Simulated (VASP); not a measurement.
Al27O: single point with PBEsol

Slab: Al27O, a slab with vacuum.

```xyz
28
Lattice="8.5913 0.0000 0.0000 4.2957 7.4403 0.0000 0.0000 0.0000 17.6765" Properties=species:S:1:pos:R:3 pbc="T T T"
Al    1.4319    0.8267    1.0000
Al    4.2957    0.8267    1.0000
Al    7.1595    0.8267    1.0000
Al    2.8638    3.3068    1.0000
Al    5.7276    3.3068    1.0000
Al    8.5913    3.3068    1.0000
Al    4.2957    5.7869    1.0000
Al    7.1595    5.7869    1.0000
Al   10.0232    5.7869    1.0000
Al   -0.0622    1.6122    3.4375
Al    2.7796    1.6373    3.3784
Al    5.5807    1.4774    3.3190
Al    1.5854    3.9470    3.4421
Al    4.5711    4.5426    3.4097
Al    7.1531    4.2776    3.1820
Al    2.9556    6.6112    3.5358
Al    5.8940    6.7996    3.0927
Al    8.6486    6.6070    3.0315
Al   -0.0710   -0.1897    6.3253
Al    2.8719   -0.0628    5.4656
Al    5.7518    0.2077    5.8200
Al    1.2396    2.3276    5.8230
Al    4.0350    2.3333    5.6143
Al    7.1261    2.6642    5.4266
Al    2.4312    4.7520    6.1605
Al    5.8682    5.0240    5.9232
Al    8.6079    5.3688    5.2899
O     7.1588    1.1211    6.5753
```

The cell was built by a generator and needn't be a form met in nature.

```
Program                : VASP 6.6.1
Task                   : single point
Functional             : PBEsol
Potentials or basis    : VASP PAW PBE potentials, release 64 (Al, O)
Cutoff                 : 520 eV
k mesh                 : 2 × 2 × 1
Occupations            : fermi-dirac, width 0.15 eV
Spin                   : no spin polarisation
Dipole correction      : no
Further INCAR settings : LREAL = Auto; ALGO = Fast; EDIFF = 1e-07; NBANDS = 64
```

| Item | Value |
| --- | --- |
| Largest force | 1.570 eV/Å |
| Band gap on the k mesh | none (metal or under the smearing width) |

Forces on the atoms (eV/Å):
```
Al   0.038  0.448 -0.513
Al  -0.161  0.269 -0.475
Al  -0.040 -0.025  0.151
Al   0.045 -0.035  0.200
Al  -0.159 -0.004  0.178
Al   0.079  0.039  0.218
Al  -0.058  0.020 -0.092
Al   0.062 -0.057 -1.158
Al   0.310 -0.332 -0.221
Al   0.053  0.114 -0.456
Al   0.443  0.280 -0.356
Al   0.436  1.008  0.142
Al  -0.181  0.909 -0.115
Al  -0.686 -1.273  0.431
Al   0.473 -0.553  0.423
Al  -0.327  0.015  0.040
Al  -0.629 -0.420  1.088
Al   0.115 -0.147  0.784
Al  -0.124  0.329 -0.738
Al  -0.564  0.662  0.434
Al  -0.380 -0.267 -0.143
Al   0.416  0.044 -0.300
Al   0.445  0.873  0.089
Al  -0.196 -0.069  0.970
Al   0.750  0.407 -0.545
Al  -0.179 -0.311 -0.519
Al   0.191 -1.373  0.738
O   -0.173 -0.553 -0.258
```

Levels at points of the mesh, in eV from the Fermi level:
| k point | band 40 | band 41 | band 42 | band 43 | band 44 | band 45 | band 46 | band 47 |
| --- | --- | --- | --- | --- | --- | --- | --- | --- |
| (0.00, 0.00, 0.00) | -0.50 | -0.41 | -0.35 | -0.20 | -0.15 | 0.01 | 0.10 | 0.16 |
| (0.50, 0.00, 0.00) | -0.71 | -0.42 | -0.25 | -0.13 | 0.04 | 0.36 | 0.63 | 0.75 |
| (0.50, 0.50, 0.00) | -0.84 | -0.38 | -0.24 | -0.19 | 0.00 | 0.27 | 0.54 | 0.86 |
| (0.00, 0.50, 0.00) | -0.77 | -0.40 | -0.22 | -0.08 | 0.02 | 0.26 | 0.63 | 0.81 |

Wall time 8.7 min on 1 thread of Intel(R) Xeon(R) Platinum 8488C (Sapphire Rapids), with other jobs on the host, peak memory 1.1 GiB.

Caveat: the k mesh is coarse (spacing up to 0.42 Å⁻¹), so the values aren't converged; the PAW data sets were made with another functional, which shifts forces and pressure a little; an odd number of electrons without spin polarisation forces a metal; a magnetic or distorted state may lie lower.
